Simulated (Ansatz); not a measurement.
# SiSe2 (COD cell start) from one functional to the next

The compound was started in one structure type and brought to zero pressure at each level (plane-wave PAW code Ansatz, Gaussian smearing of 0.05 eV, scalar-relativistic unless SOC, spin–orbit coupling, is named).

The start was a cell as deposited in COD.

The cell at PBE (neighbours within 15 % of each site's shortest distance, so a longer bond may be listed from one end only): Symmetry: Ibam, No. 72, orthorhombic system. The conventional cell has a = 6.701 Å, b = 11.193 Å, c = 5.933 Å, α = 90.00°, β = 90.00°, γ = 90.00°. Si (site symmetry 222) is surrounded by 4 Se at 2.30 Å. Se (site symmetry m) has 2 Si at 2.30 Å as nearest neighbours.

```csv
level,cutoff (eV),k-mesh,final group,a (Å),b (Å),c (Å),V (Å³/atom),gap (eV),B0 (GPa),E_f (eV/atom)
PBE¶,420,6×6×6,Ibam,6.701,11.193,5.933,37.08,2.22,–,-0.46
```

Q: What does r²SCAN (500 eV, 6×6×6 mesh) give?

A: final group Ibam, a (Å) 6.403, b (Å) 9.744, c (Å) 5.887, V (Å³/atom) 30.61, gap (eV) 2.31, E_f (eV/atom) -0.52 (¶).

Volumes against PBE: r²SCAN −17.5 %. r²SCAN widens the gap by 0.09 eV over PBE, as meta-GGAs in the generalised Kohn–Sham scheme often do. The formation energy spans 0.06 eV/atom over the functionals (r²SCAN lowest, PBE highest); the spread holds the functional's effect on the elements as well as on the compound.

¶ A cell of separate layers, chains or molecules: without a dispersion correction their spacing is ill-determined, and with it the volume and the energy against dense forms. The PAW datasets are PBE ones. The gaps are differences of one-electron levels. E_f is the formation energy from the elements run alike, at 0 K, without zero-point energy or dispersion between the molecules, chains or layers of the solid elements; it is good to about 0.01 eV/atom as a calculation.

All runs used the PAW datasets of the set soft_2.
